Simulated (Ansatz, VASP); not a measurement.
## Two plane-wave programs on Al4O

```
Al O
1.0
     3.78545    0.00000    0.00000
     0.00000    3.78545    0.00000
     0.00000    0.00000    5.92513
Al O
4 1
Direct
  0.50000 0.00000 0.27052
  0.00000 0.50000 0.72948
  0.50000 0.00000 0.72948
  0.00000 0.50000 0.27052
  0.00000 0.00000 0.00000
```

Change from the starting cell: ordered vacancies on the anion sites of antifluorite (P4/mmm, No. 123).

Alike in both runs: functional PBE; k mesh 10 × 10 × 6; occupations gaussian, width 0.1 eV; no spin polarisation.

Ansatz relaxed the structure, and its values are those at the end. VASP's run is a single point on that final structure, the one shown.

|  | VASP | Ansatz |
| --- | --- | --- |
| version | VASP 6.6.1 | Ansatz 0.2.0 |
| potentials or method | VASP PAW PBE potentials, release 64 (Al, O) | scalar-relativistic, plane waves, PAW |
| plane-wave cutoff (eV) | 520 | 420 |
| valence electrons in the cell | 18 | 18 |

```tsv
	VASP	Ansatz	Ansatz less VASP
gap on the k mesh at the Fermi level (eV)	none	none	-
pressure (GPa)	-0.1	0.0	+0.04
```

A gap of «none» marks a metal or a gap that the smearing closes. The functional is the same, so the differences come from potentials, cutoffs and numerics.
